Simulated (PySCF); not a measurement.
A species of formula C3H9N has this rotational fingerprint, computed with PBE0-D3(BJ)/def2-TZVP geometry optimisation, gas phase (PySCF 2.14.0):

| Quantity | Value |
| --- | --- |
| Rotational constants | A = 26428, B = 3960, C = 3709 MHz |
| Dipole components | \|μa\| = 0.02 D, \|μb\| = 0.22 D, \|μc\| = 0.87 D |
| Inertial defect | -10.47 u·Å² |
| κ | -0.98 |

Task: Which candidate fits, each taken in the one conformer that was computed?
A. `CN(C)C`
B. `[CH3:1][CH2:2][NH:3][CH3:4]` with C1–C2–N3–C4 177°
C. `[CH3:1][CH2:2][CH2:3][NH2:4]` with C1–C2–C3–N4 -179°, C2–C3–N4–H -63° and 179° (propylamine)

Result: B. It is CCNC, a near-prolate asymmetric top. The candidates at the same level (rigid rotor, commonest isotopes):

```
SMILES  A (MHz)  B (MHz)  C (MHz)  μa (D)  μb (D)  μc (D)  Δ (u·Å²)  point group                        rotor
CN(C)C     8829     8826     5003    0.00    0.00    0.49    -13.49          C3v         oblate symmetric top
  CCNC    26428     3960     3709    0.02    0.22    0.87    -10.47            –  near-prolate asymmetric top
  CCCN    25455     3770     3527    0.08    0.60    1.07    -10.62            –  near-prolate asymmetric top
```

`CN(C)C` has B 123 % too high; `CCCN` has C 5 % too low. No structure here is proved a minimum.
